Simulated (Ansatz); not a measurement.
# Sc: the change of pressure and energy above lowest point with volume per atom

Results calculated with Ansatz 0.2.0 development build, not measured. Equation of state of a cubic crystal from periodic Kohn-Sham density functional theory without spin; pressure corrected for the finite basis.

Cell of the first row (space group Fm-3m, No. 225):
```
CELL_PARAMETERS angstrom
0.00000 2.24770 2.24770
2.24770 0.00000 2.24770
2.24770 2.24770 0.00000
ATOMIC_POSITIONS crystal
Sc 0.00000 0.00000 0.00000
```

Settings of every row: formula Sc; structure type fcc; functional r2SCAN; spin treatment none; k mesh 13x13x13; occupation method fermi-dirac; occupation width 0.1 eV; wave cutoff 700 eV; datasets hard PAW; density cutoff ratio 4; xc grid level 2.

Limits: a cubic model structure, not a phase known at ambient conditions; pseudopotentials made with PBE, not this functional; the SCF threshold is loose for a stress in some rows.

```
row  volume per atom (Å³)  pressure (GPa)  energy above lowest point (meV/atom)
  1                22.711           6.205                                 44.25
  2                23.451               ?                                     ?
  3                24.192           2.191                                  6.13
  4                24.933           0.491                                     0
  5                25.673          -1.031                                  1.31
```

Question: what pressure and energy above lowest point should row 2 give?

Worked fit of pressure. Take u = (V_r/V)^(2/3) − 1 with V_r = 24.562 Å³ an atom, which is twice the finite (Eulerian) strain; such expansions in the strain, on which the Birch-Murnaghan equation of state is built, carry the rest volume and the bulk modulus. The shown rows have u = 0.05362, 0.01017, -0.00994, -0.02906. Least squares give pressure = 1.3188 + 84.472 × u + 124.12 × u² GPa; a straight line predicts inner rows, each left out in turn, worse (root mean square 0.13 against 0.00082 GPa). All shown rows lie on it to the printed digit. The pressure vanishes at u = -0.0160, or V = 25.16 Å³ an atom, and there the bulk modulus at fixed shape and fractions is B = −V dP/dV = (2/3)(1 + u) dP/du = 52.8 GPa. The withheld row has u = 0.03134, so the fit gives 1.3188 + 84.472 × (0.03134) + 124.12 × (0.03134)² = 4.088 GPa.

The calculation gave 4.087 GPa. The fit lies 0.001 GPa (0.014 % of the column's range) above it, one unit of the last digit.

Worked fit of energy above lowest point. Take u = (V_r/V)^(2/3) − 1 with V_r = 24.562 Å³ an atom, which is twice the finite (Eulerian) strain; such expansions in the strain, on which the Birch-Murnaghan equation of state is built, carry the rest volume and the bulk modulus. The shown rows have u = 0.05362, 0.01017, -0.00994, -0.02906. Least squares give energy above lowest point = 2.118 + 295.06 × u + 9154.5 × u² meV/atom; a straight line predicts inner rows, each left out in turn, worse (root mean square 9.5 against 0.18 meV/atom). The rows lie off it by -0.01, 0.06, -0.09, 0.04 (root mean square 0.058 meV/atom). Its lowest point lies at u = -0.0161, or V = 25.17 Å³ an atom, and the curvature there gives the bulk modulus at fixed shape and fractions, B = (4/9)(1 + u)² E″(u)/V = 50.1 GPa. The withheld row has u = 0.03134, so the fit gives 2.118 + 295.06 × (0.03134) + 9154.5 × (0.03134)² = 20.36 meV/atom.

The calculation gave 20.55 meV/atom. The fit lies 0.19 meV/atom (0.43 % of the column's range) below it; its largest miss of a shown row is 0.09 meV/atom.
